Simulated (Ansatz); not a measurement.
Ba: pressure and energy change per atom against volume scale

Results calculated with Ansatz 0.2.0, not measured. Plane-wave DFT, scalar-relativistic PAW made under PBE with cores redone for the functional, no dispersion; the given relaxed cell is scaled uniformly, energy at zero smearing counts from the unscaled cell, pressure at the given Fermi-Dirac smearing is positive in compression.

The cell before it is scaled or strained (space group Pm-3m, No. 221):
```
CELL_PARAMETERS angstrom
4.04410 0.00000 0.00000
0.00000 4.04410 0.00000
0.00000 0.00000 4.04410
ATOMIC_POSITIONS crystal
Ba 0.00000 0.00000 0.00000
```

Settings of every row: spin polarised no; functional revPBE; wave cutoff 420 eV; smearing width 0.1 eV; k mesh 9x9x9.

Atom starting moment: 0 on all atoms.

Limits: no spin-orbit coupling, which can matter with elements this heavy; the cell comes from a prototype or a list of computed structures and needn't be the stable phase.

| row | volume scale | V (Å³/atom) | pressure (GPa) | energy change per atom (meV) |
| --- | --- | --- | --- | --- |
| 1 | 0.88 | 58.203 | 1.01 | 20.31 |
| 2 | 0.92 | 60.849 | 0.61 | 7.55 |
| 3 | 0.96 | 63.495 | 0.28 | 1.16 |
| 4 | 1.04 | 68.786 | -0.22 | 3.14 |
| 5 | 1.08 | 71.431 | ? | ? |
| 6 | 1.12 | 74.077 | -0.56 | 19.43 |

Question: what pressure and energy change per atom should row 5 give?

Worked fit of pressure. Take u = (V_r/V)^(2/3) − 1 with V_r = 63.495 Å³ an atom, which is twice the finite (Eulerian) strain; such expansions in the strain, on which the Birch-Murnaghan equation of state is built, carry the rest volume and the bulk modulus. The shown rows have u = 0.05973, 0.02878, 0, -0.05196, -0.09766. Least squares give pressure = 0.28 + 10.84 × u + 22.9 × u² GPa; a straight line predicts inner rows, each left out in turn, worse (root mean square 0.065 against 0.0015 GPa). All shown rows lie on it to the printed digit. The pressure vanishes at u = -0.0274, or V = 66.2 Å³ an atom, and there the bulk modulus at fixed shape and fractions is B = −V dP/dV = (2/3)(1 + u) dP/du = 6.21 GPa. The withheld row has u = -0.07551, so the fit gives 0.28 + 10.84 × (-0.07551) + 22.9 × (-0.07551)² = -0.41 GPa.

The calculation gave -0.4 GPa. The fit lies 0.01 GPa (0.64 % of the column's range) below it, one unit of the last digit.

Worked fit of energy change per atom. Take u = (V_r/V)^(2/3) − 1 with V_r = 63.495 Å³ an atom, which is twice the finite (Eulerian) strain; such expansions in the strain, on which the Birch-Murnaghan equation of state is built, carry the rest volume and the bulk modulus. The shown rows have u = 0.05973, 0.02878, 0, -0.05196, -0.09766. Least squares give energy change per atom = 1.141 + 128.42 × u + 3230.4 × u² meV; a straight line predicts inner rows, each left out in turn, worse (root mean square 9.2 against 0.065 meV). The rows lie off it by -0.03, 0.04, 0.02, -0.05, 0.02 (root mean square 0.034 meV). Its lowest point lies at u = -0.0199, or V = 65.44 Å³ an atom, and the curvature there gives the bulk modulus at fixed shape and fractions, B = (4/9)(1 + u)² E″(u)/V = 6.75 GPa. The withheld row has u = -0.07551, so the fit gives 1.141 + 128.42 × (-0.07551) + 3230.4 × (-0.07551)² = 9.86 meV.

The calculation gave 9.82 meV. The fit lies 0.04 meV (0.21 % of the column's range) above it; its largest miss of a shown row is 0.05 meV.
